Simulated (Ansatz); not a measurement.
Ir: pressure against volume

Ir, Fm-3m, a = 3.871 Å. Ansatz: PBE, PAW, 420 eV, Γ-centred 18×18×18 mesh on 1 atom, Gaussian smearing 0.10 eV; no spin polarisation. Symmetry fixes shape and atoms, so the cell is only scaled; pressure is positive in compression.

```
V (Å³/atom) P (GPa)
     12.758        ?
     13.193    41.63
     13.628    25.17
     14.063    11.43
     14.498    -0.02
     14.933    -9.56
     15.367   -17.48
     15.947   -25.96
```

**Question.** Take V0 = 14.498 Å³/atom, count pressures from its P0 = -0.02 GPa, fit the third-order Birch–Murnaghan form to the other rows, and predict the missing pressure.

**Answer.** With the Eulerian strain f = ½[(V0/V)^(2/3) − 1] and y = (P − P0)/[3f(1 + 2f)^(5/2)], the form is the line y = B0 + 1.5 B0 (B0′ − 4) f. Rows (f, y): 0.03245, 365.6; 0.02106, 359.6; 0.01026, 353.6; -0.00976, 342.3; -0.01903, 337.0; -0.03077, 329.4. Means f = 0.0007017, y = 347.92; Σ(Δf)² = 0.003003, ΣΔfΔy = 1.711; the slope is their ratio. y = 347.5 + 569.6 f GPa, so B0 = 347.5 GPa and B0′ = 4 + 2 × (569.6)/(3 × 347.5) = 5.09. At V = 12.758, f = 0.04449, y = 372.84 and P = 61.56 GPa. The run gave 61.36 GPa, so the fit is 0.20 GPa too high, a small miss on the scale of the series.

Spin–orbit coupling is left out, which can shift energies with elements as heavy as these.